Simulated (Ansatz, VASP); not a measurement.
**CdS: VASP beside Ansatz**

Contents of INCAR:

```
SYSTEM = CdS
PREC     = Accurate       ! precision mode
ENCUT    = 520            ! plane-wave cutoff, eV
EDIFF    = 1E-6           ! SCF threshold, eV
ISMEAR   = -1             ! smearing method
SIGMA    = 0.05           ! smearing width, eV
LREAL    = .False.        ! projectors in reciprocal space
LASPH    = .True.         ! aspherical terms in the spheres
NELM     = 60             ! most SCF steps
ALGO     = Normal         ! electronic algorithm
ISIF     = 2              ! what is computed and relaxed
LWAVE    = .False.        ! write WAVECAR
LCHARG   = .False.        ! write CHGCAR
GGA      = PE             ! functional
NBANDS   = 16             ! bands
```

File KPOINTS:

```
Automatic mesh
0
Gamma
  14 14 14
  0 0 0
```

File POSCAR:

```
CdS
1.0
    3.2176537296      0.0000000000      0.0000000000
    0.0000000000      3.2176537296      0.0000000000
    0.0000000000      0.0000000000      3.2176537296
Cd S
1 1
Direct
    0.0000000000      0.0000000000      0.0000000000
    0.5000000000      0.5000000000      0.5000000000
```

Input for Ansatz:

```yaml
crystal:
  lattice:
    - [3.2176537296, 0.0, 0.0]
    - [0.0, 3.2176537296, 0.0]
    - [0.0, 0.0, 3.2176537296]
  atoms:
    - { symbol: Cd, position: [0.0, 0.0, 0.0] }
    - { symbol: S, position: [0.5, 0.5, 0.5] }
kpoints:
  mp_grid: { grid: [14, 14, 14] }
scf:
  occupations: { method: fermi_dirac, width: 0.05 }
hamiltonian:
  xc: pbe
  pseudopotentials: { kind: all_electron, lapw: { basis_error: 0.001 } }
output:
  forces: true
  stress: true
  eigenvalues: true
  populations: true
```

Change from the starting cell: volume scaled by 0.84, LAPW.

Alike in both runs: task single point; functional PBE; k mesh 14 × 14 × 14; occupations fermi-dirac, width 0.05 eV; no spin polarisation.

|  | VASP | Ansatz |
| --- | --- | --- |
| version | VASP 6.6.1 | Ansatz 0.2.0 |
| potentials or method | VASP PAW PBE potentials, release 64 (Cd, S) | all-electron LAPW, scalar-relativistic |
| plane-wave cutoff (eV) | 520 | see its input |

|  | VASP | Ansatz | Ansatz less VASP |
| --- | --- | --- | --- |
| pressure (GPa) | 19.0 | 18.2 | -0.75 |

Ansatz ran all-electron here, so the differences hold the error of VASP's frozen core and of both bases.

Caveats: so large a pressure means that the cell lies far from this level's equilibrium, or that cutoff or potentials fall short (VASP).
